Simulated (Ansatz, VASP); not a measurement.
## BN in VASP and in Ansatz

Contents of INCAR:

```
ALGO = Normal
EDIFF = 1E-8
ENCUT = 520
GGA = PS
ISIF = 2
ISMEAR = -1
LASPH = True
LCHARG = False
LEFG = True
LREAL = False
LWAVE = False
NBANDS = 11
NELM = 100
PREC = Accurate
SIGMA = 0.03
```

The input KPOINTS:

```
k-points
0
Gamma
  13 13 13
```

Contents of POSCAR:

```
BN
1.0
    0.0000000000      1.7953687620      1.7953687620
    1.7953687620      0.0000000000      1.7953687620
    1.7953687620      1.7953687620      0.0000000000
B N
1 1
Direct
    0.0000000000      0.0000000000      0.0000000000
    0.7500000000      0.7500000000      0.7500000000
```

Input for Ansatz:

```yaml
crystal:
  lattice:
    - [0.0, 1.795368762, 1.795368762]
    - [1.795368762, 0.0, 1.795368762]
    - [1.795368762, 1.795368762, 0.0]
  atoms:
    - { symbol: B, position: [0.0, 0.0, 0.0] }
    - { symbol: "N", position: [0.75, 0.75, 0.75] }
kpoints:
  mp_grid: { grid: [13, 13, 13] }
scf:
  occupations: { method: fermi_dirac, width: 0.03 }
hamiltonian:
  xc: pbesol
  pseudopotentials: { kind: paw }
output:
  forces: true
  stress: true
  eigenvalues: true
  efg: { contact_densities: true }
```

Change from the starting cell: volume scaled by 0.98, PAW files.

Alike in both runs: task electric field gradients; functional PBEsol; k mesh 13 × 13 × 13; occupations fermi-dirac, width 0.03 eV; no spin polarisation.

|  | VASP | Ansatz |
| --- | --- | --- |
| version | VASP 6.6.1 | Ansatz 0.2.0 |
| potentials or method | VASP PAW PBE potentials, release 64 (B, N) | PAW with Ansatz's default frozen-core files, scalar-relativistic |
| plane-wave cutoff (eV) | 520 | 420 |
| valence electrons in the cell | 8 | 8 |

Ansatz gave:

- gap on the k mesh at the Fermi level (eV): 4.39
- pressure (GPa): 4.9
- Vzz of the field gradient on the site that differs most (V/Å²): 0.0

Q: What did VASP give for the same quantities?

A: gap on the k mesh at the Fermi level (eV): 4.38; pressure (GPa): 5.6; Vzz of the field gradient on the site that differs most (V/Å²): 0.0.

With one functional, cell and mesh, what is left measures potentials, basis and numerics.

Caveats: the PAW data sets were made with another functional, which shifts forces and pressure a little (VASP); an odd mesh through Γ misses points on the zone boundary, where band edges often lie.
